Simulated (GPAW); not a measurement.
Runs of GPAW 26.7.0 on Zr. Symmetry: P6_3/mmc, No. 194, hexagonal system. The conventional cell has a = 3.232 Å, b = 3.232 Å, c = 5.147 Å, α = 90.00°, β = 90.00°, γ = 120.00°. Around Zr (site symmetry -6m2) lie 12 Zr at 3.18 to 3.23 Å. 

| task | level | cell | k mesh | optimizer | fmax | max steps | convergence | gap on the mesh (eV) | pressure (GPa) | relaxed volume (Å³/atom) |
| --- | --- | --- | --- | --- | --- | --- | --- | --- | --- | --- |
| relaxation of cell and atoms | PBEsol+D3(BJ) | relaxed | 8 × 8 × 5 | BFGS | 0.02 eV/Å | 60 | density=1e-05 forces=0.0001 | none | -0.1 | 21.46 |
| relaxation of cell and atoms | PBEsol | relaxed | 8 × 8 × 5 | BFGS | 0.02 eV/Å | 60 | density=1e-05 forces=0.0001 | none | -0.1 | (a) |
| single point | PBEsol | as given | 9 × 9 × 5 | - | - | - | - | none | -3.6 | - |
| relaxation of cell and atoms | PBEsol+D4 | relaxed | 8 × 8 × 5 | BFGS | 0.02 eV/Å | 60 | density=1e-05 forces=0.0001 | none | -0.1 | (b) |
| relaxation of cell and atoms | PBEsol+D3 | relaxed | 8 × 8 × 5 | BFGS | 0.02 eV/Å | 60 | density=1e-05 forces=0.0001 | none | -0.1 | 21.71 |
| single point | PBEsol | atoms moved at random, drawn with an rms of 0.05 Å | 9 × 9 × 5 | - | - | - | - | none | -3.6 | - |
| relaxation of cell and atoms | PBEsol+D3(BJ)+ATM | relaxed | 8 × 8 × 5 | BFGS | 0.02 eV/Å | 60 | density=1e-05 forces=0.0001 | none | -0.1 | 21.60 |

Alike in all rows: potentials or basis PAW data sets generated in the run's folder for this functional, pw; no spin polarisation; cutoff (eV) 600; smearing fermi-dirac 0.05 eV.

Problem. Estimate the missing entries.

Solution. (a) 22.44; (b) 22.24.

Caveats: later steps reuse the first step's grids (some runs); pairwise dispersion overbinds metals, which lowers pressure and volume (some runs).

A k mesh can miss the band edges, and the runs leave out spin-orbit coupling on Zr.

A gap of «none» marks a metal or a gap under the smearing width.
